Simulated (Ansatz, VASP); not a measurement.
## One calculation of GaP, two programs

```xyz
2
Lattice="0.0000 2.7070 2.7600 2.7070 0.0000 2.7600 2.7070 2.7070 0.0000" Properties=species:S:1:pos:R:3 pbc="T T T"
Ga    0.0000    0.0000    0.0000
P     1.3535    1.3535    1.3800
```

Change from the starting cell: strained cell.

Alike in both runs: functional PBEsol; k mesh 8 × 8 × 8; occupations gaussian, width 0.02 eV; no spin polarisation.

Ansatz relaxed the structure, and its values are those at the end. VASP's run is a single point on that final structure, the one shown.

|  | VASP | Ansatz |
| --- | --- | --- |
| version | VASP 6.6.1 | Ansatz 0.2.0 |
| potentials or method | VASP PAW PBE potentials, release 64 (Ga_d, P) | scalar-relativistic, plane waves, PAW |
| plane-wave cutoff (eV) | 520 | 420 |
| valence electrons in the cell | 18 | 18 |

VASP gave:

| Property | Result |
| --- | --- |
| gap on the k mesh at the Fermi level (eV) | 1.43 |
| least direct gap on the mesh (eV) | 1.72 |
| pressure (GPa) | -0.6 |

**Question.** Which values does Ansatz return?

**Answer.** gap on the k mesh at the Fermi level (eV): 1.43; least direct gap on the mesh (eV): 1.71; pressure (GPa): -0.5.

The functional is the same, so the differences come from potentials, cutoffs and numerics. Ansatz warned: «stress_scf_threshold_loose».

Caveats: the PAW data sets were made with another functional, which shifts forces and pressure a little (VASP). A k mesh can miss the band edges.
